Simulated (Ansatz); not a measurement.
Level of theory: DFT PBE, scalar-relativistic, plane waves, PAW (Ansatz). All cells share a 420 eV cutoff and Γ-centred k meshes spaced at most about 0.3 Å⁻¹ (about 0.25 or finer for metals, 2π included). No spin polarisation.

Temperature and zero-point effects are left out.

Two forms of Al5Cu3 were relaxed alike.

A. Space group P4/mmm (No. 123), tetragonal, a = 3.917 Å, c = 7.531 Å. Al on a site of symmetry 2mm is surrounded by 4 Cu at 2.63 Å, 6 Al at 2.77–2.80 Å and 2 Cu at 2.80 Å; Al on a site of symmetry 4/mmm is surrounded by 4 Cu at 2.77 Å and 8 Al at 2.80 Å; around Cu on its first site lie 8 Al at 2.63 Å and 4 Cu at 2.77 Å; Cu on its second site is surrounded by 12 Al at 2.77–2.80 Å; Cu on its third site has 8 Al at 2.63 Å and 4 Cu at 2.77 Å.

B. Space group P4/mmm (No. 123), tetragonal, a = 5.522 Å, c = 3.784 Å. Al on a site of symmetry 4/mmm is surrounded by 8 Al at 2.74 Å and 4 Cu at 2.76 Å; Al on a site of symmetry m2m has 6 Cu at 2.69–2.72 Å and 6 Al at 2.71–2.81 Å; around Cu on a site of symmetry 4/mmm lie 8 Al at 2.69 Å and 4 Cu at 2.76 Å; Cu on a site of symmetry mmm is surrounded by 10 Al at 2.72–2.76 Å and 2 Cu at 2.76 Å.

Question: Which arrangement of the elements on these sites is preferred, and by what margin?

Answer: A is lower, by 6 meV/atom. The two share one framework of sites and differ in which element sits where. A has Al and Cu ordered on fcc sites, space group P4/mmm (No. 123), 14.4 Å³/atom and no gap on its mesh; B has Al and Cu ordered on fcc sites, space group P4/mmm (No. 123), 14.4 Å³/atom and no gap. Counting all near atoms (those within 1.25 times the shortest distance at each site), A and B both have Al 12, Cu 12. Both come from invented guesses. The lowest form computed isn't among them: it has space group R-3m (No. 166), 15.4 Å³/atom and lies 102 meV/atom below the best shown.

For metals, differences of a few meV/atom aren't resolved.
